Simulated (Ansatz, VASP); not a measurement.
**MgS: VASP beside Ansatz**

The input INCAR:

```
  PREC = Accurate
  ENCUT = 600
  EDIFF = 1E-6
  ISMEAR = 0
  SIGMA = 0.02
  LREAL = False
  LASPH = True
  NELM = 100
  ALGO = Normal
  ISIF = 3
  LWAVE = False
  LCHARG = False
  GGA = CA
  IBRION = 2
  NSW = 100
  EDIFFG = -0.002
```

The input KPOINTS:

```
Automatic mesh
0
Gamma
  8 8 8
```

Contents of POSCAR:

```
MgS
1.0
    0.0000000000      2.8331200500      2.8331200500
    2.8331200500      0.0000000000      2.8331200500
    2.8331200500      2.8331200500      0.0000000000
Mg S
1 1
Direct
    0.0000000000      0.0000000000      0.0000000000
    0.2500000000      0.2500000000      0.2500000000
```

Input for Ansatz:

```yaml
crystal:
  lattice:
    - [0.0, 2.83312005, 2.83312005]
    - [2.83312005, 0.0, 2.83312005]
    - [2.83312005, 2.83312005, 0.0]
  atoms:
    - { symbol: Mg, position: [0.0, 0.0, 0.0] }
    - { symbol: S, position: [0.25, 0.25, 0.25] }
basis:
  ecutwfc: 420
kpoints:
  mp_grid: { grid: [8, 8, 8] }
hamiltonian:
  xc: lda
scf:
  occupations: { method: gaussian, width: 0.02 }
output:
  forces: true
  stress: true
  eigenvalues: true
relax:
  adjacent_minimum: "off"
  f_tol: 0.002
  max_steps: 80
  cell: { stress_tol: 0.02 }
```

The cell comes from a database or a generator and needn't be the stable form of this composition.

Alike in both runs: task relaxation of cell and atoms; functional LDA; k mesh 8 × 8 × 8; occupations gaussian, width 0.02 eV; no spin polarisation.

|  | VASP | Ansatz |
| --- | --- | --- |
| version | VASP 6.6.1 | Ansatz 0.2.0 |
| potentials or method | VASP PAW LDA potentials, release 64 (Mg, S) | scalar-relativistic, plane waves, PAW |
| plane-wave cutoff (eV) | 600 | 420 |
| valence electrons in the cell | 8 | 16 |

Ansatz gave:

* gap on the k mesh at the Fermi level, each at its own relaxed structure (eV): 3.37
* relaxed volume (Å³/atom): 21.88
* relaxed cell length with the largest relative difference (Å): 3.955
* energy change over the relaxation (meV/atom): -6

Question: Estimate VASP's values.

Answer: gap on the k mesh at the Fermi level, each at its own relaxed structure (eV): 3.40; relaxed volume (Å³/atom): 21.77; relaxed cell length with the largest relative difference (Å): 3.949; energy change over the relaxation (meV/atom): -8.

The two sets of potentials don't hold the same shells in valence.

A k mesh can miss the band edges. Expect the measured gap to be larger: semilocal functionals such as LDA lack the derivative discontinuity.
